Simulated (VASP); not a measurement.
Zr:

```
Zr
1.0
     3.23200    0.00000    0.00000
    -1.61600    2.79899    0.00000
     0.00000    0.00000    5.14700
Zr
2
Cartesian
  -0.0078 1.8869 1.3068
  1.6238 0.9121 3.8402
```

The cell isn't the ideal one: atom 2 moved 0.06 Å.

Base run:

| Item | Value |
| --- | --- |
| Program | VASP 6.6.1 |
| Functional | PBEsol |
| Potentials or basis | VASP PAW PBE potentials, release 64 (Zr_sv) |
| Cutoff | 520 eV |
| k mesh | 9 × 9 × 5 |
| Occupations | fermi-dirac, width 0.05 eV |
| Spin | no spin polarisation |

Its results: pressure -3.2 GPa; largest force 0.151 eV/Å.

**Question.** The run is repeated on the same cell with these changes: functional from PBEsol to RPBE. What comes out?

**Answer.** Pressure 2.8 GPa; largest force 0.172 eV/Å.

RPBE binds less tightly than PBEsol, so the same cell stands under more pressure.

Caveats: the PAW data sets were made with another functional, which shifts forces and pressure a little.
